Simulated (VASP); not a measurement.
Wanted: the native input for a VASP 6.6.1 run.

* Task: relaxation of cell and atoms
* Functional: PBE
* Potentials or basis: VASP PAW PBE potentials, release 64 (Zn, Se)
* Cutoff: 520 eV
* k mesh: 2 × 2 × 2
* Occupations: gaussian, width 0.02 eV
* Spin: no spin polarisation
* Further INCAR settings: ALGO = Normal; EDIFF = 1e-07; IBRION = 2; EDIFFG = -0.002; NSW = 80; ISIF = 3

The structure of ZnSe lies in POSCAR:

```
ZnSe
1.0
    0.0000000000      2.8338000000      2.8338000000
    2.8338000000      0.0000000000      2.8338000000
    2.8338000000      2.8338000000      0.0000000000
Zn Se
1 1
Direct
    0.0000000000      0.0000000000      0.0000000000
    0.2500000000      0.2500000000      0.2500000000
```

The input as run:

INCAR

```
SYSTEM = ZnSe
  PREC = Accurate
  ENCUT = 520
  EDIFF = 1E-7
  ISMEAR = 0
  SIGMA = 0.02
  LREAL = .FALSE.
  LASPH = .TRUE.
  NELM = 60
  ALGO = Normal
  ISIF = 3
  LWAVE = .FALSE.
  LCHARG = .FALSE.
  GGA = PE
  IBRION = 2
  NSW = 80
  EDIFFG = -0.002
```

KPOINTS

```
Automatic mesh
0
G
  2 2 2
  0 0 0
```

Potentials or basis: VASP PAW PBE potentials, release 64 (Zn, Se).

Run with:

```console
$ cat potpaw_PBE.64/Zn/POTCAR potpaw_PBE.64/Se/POTCAR > POTCAR
$ mpirun -np 1 vasp_std > vasp.out
```

It gave:

```
Relaxed volume                         : 25.95 Å³/atom
Relaxed cell                           : a = 4.187 Å, b = 4.187 Å, c = 4.187 Å, α = 60.00°, β = 60.00°, γ = 60.00°
Space group after relaxing (to 0.05 Å) : F-43m (No. 216)
Energy gained by relaxing              : 72.3 meV/atom
Ionic steps                            : 5
Pressure after relaxing                : 0.0 GPa
Band gap on the k mesh                 : 0.62 eV, direct
```

Caveat: the k mesh is coarse (spacing up to 0.96 Å⁻¹), so the values aren't converged; the volume moved by +14 % from the deposited cell, more than functionals usually miss.

Run time: 11 s on 1 thread of Intel(R) Xeon(R) 6975P-C (Granite Rapids), on a shared host, peak memory 0.16 GiB.
